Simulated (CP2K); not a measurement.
Crystal: ScAl.

```xyz
2
Lattice="3.3703 0.0000 0.0000 0.0000 3.3703 0.0000 0.0000 0.0000 3.3703" Properties=species:S:1:pos:R:3 pbc="T T T"
Sc    1.6852    1.6852    1.6852
Al    0.0000    0.0000    0.0000
```

The cell comes from a database or a generator and needn't be the stable form of this composition.

Base run:

```yaml
Program: CP2K 2026.2
Functional: LDA
Potentials_or_basis: POTENTIAL_UZH Sc GTH-PBE-q11, Al GTH-PBE-q3; TZVP-MOLOPT-PBE-GTH basis
Density_cutoff: 9184 eV
k_mesh: 8 × 8 × 8
Occupations: fermi-dirac, width 0.05 eV
Spin: no spin polarisation
```

Its results: band gap on the k mesh none (metal or under the smearing width); pressure -2.9 GPa.

**Question.** The run is repeated on the same cell with these changes: functional from LDA to BLYP. What comes out?

**Answer.** Band gap on the k mesh none (metal or under the smearing width); pressure 2.2 GPa.

BLYP binds less tightly than LDA, so the same cell stands under more pressure.

Caveats: the potentials were made for another functional, which shifts forces and pressure; the basis of atomic orbitals isn't converged, which shifts pressures, moduli and gaps.
